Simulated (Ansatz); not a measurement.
Runs of Ansatz 0.2.0 on ZnSe (Stilleite). Symmetry: F-43m, No. 216, cubic system. The conventional cell has a = 5.668 Å, b = 5.668 Å, c = 5.668 Å, α = 90.00°, β = 90.00°, γ = 90.00°. Se (site symmetry -43m) is surrounded by 4 Zn at 2.45 Å. Zn (site symmetry -43m) has 4 Se at 2.45 Å as nearest neighbours. 

| screening (1/Å) | gap on the mesh (eV) | pressure (GPa) |
| --- | --- | --- |
| 0.4 | 2.08 | (b) |
| 0.2 | 2.46 | 1.4 |
| 0.6 | 1.85 | 2.2 |
| 0.15 | 2.59 | 1.4 |
| 0.1 | (a) | 1.3 |

Alike in all rows: task single point; level HSE06 form with a typed share of exact exchange; potentials or basis Ansatz PAW; no spin polarisation; cell as given; k mesh 4 × 4 × 4; cutoff (eV) 420; smearing fermi-dirac 0.05 eV; the mesh is coarse, so values aren't converged.

**Question.** Fill in the values left out.

**Answer.** (a) 2.75; (b) 1.8.

Caveats: all runs use coarse meshes; the PAW data sets come from PBE, with cores solved anew for the run's functional, which leaves a small shift of forces and pressure; the thresholds are loose for stress.

A k mesh can miss the band edges, and the runs leave out spin-orbit coupling on Se.
